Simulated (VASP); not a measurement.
Crystal: Be.

```
Be
1.0
     2.02081    0.00000    0.00000
     0.00000    2.02081    0.00000
     0.00000    0.00000    2.66164
Be
1
Direct
  0.00000 0.00000 0.50000
```

The cell was built by a generator and needn't be a form met in nature.

| Item | Value |
| --- | --- |
| Program | VASP 6.6.1 |
| Task | relaxation of cell and atoms |
| Functional | AM05 |
| Potentials or basis | VASP PAW PBE potentials, release 64 (Be) |
| Cutoff | 600 eV |
| k mesh | 13 × 13 × 10 |
| Occupations | fermi-dirac, width 0.05 eV |
| Spin | no spin polarisation |

At the start: pressure -0.4 GPa; volume 10.87 Å³/atom.

Question: Where does the relaxation end?

Answer: Over 5 steps the energy falls by 2.8 meV/atom and the volume is 10.62 Å³/atom (-2.3 %); space group P4/mmm (No. 123, to 0.05 Å).

The path:
| step | energy change (eV) | largest force (eV/Å) | pressure (GPa) | volume (Å³) |
| --- | --- | --- | --- | --- |
| 1 | 0.0000 | 0.0000 | -0.40 | 10.87 |
| 2 | -0.0018 | 0.0000 | -0.71 | 10.83 |
| 3 | -0.0024 | 0.0000 | -0.99 | 10.79 |
| 4 | -0.0028 | 0.0000 | -0.17 | 10.65 |
| 5 | -0.0028 | 0.0000 | 0.00 | 10.62 |

Final structure:
```
Be
1.0
     2.02398    0.00000    0.00000
     0.00000    2.02398    0.00000
     0.00000    0.00000    2.59272
Be
1
Direct
  0.00000 0.00000 0.50000
```

Caveat: the PAW data sets were made with another functional, which shifts forces and pressure a little.
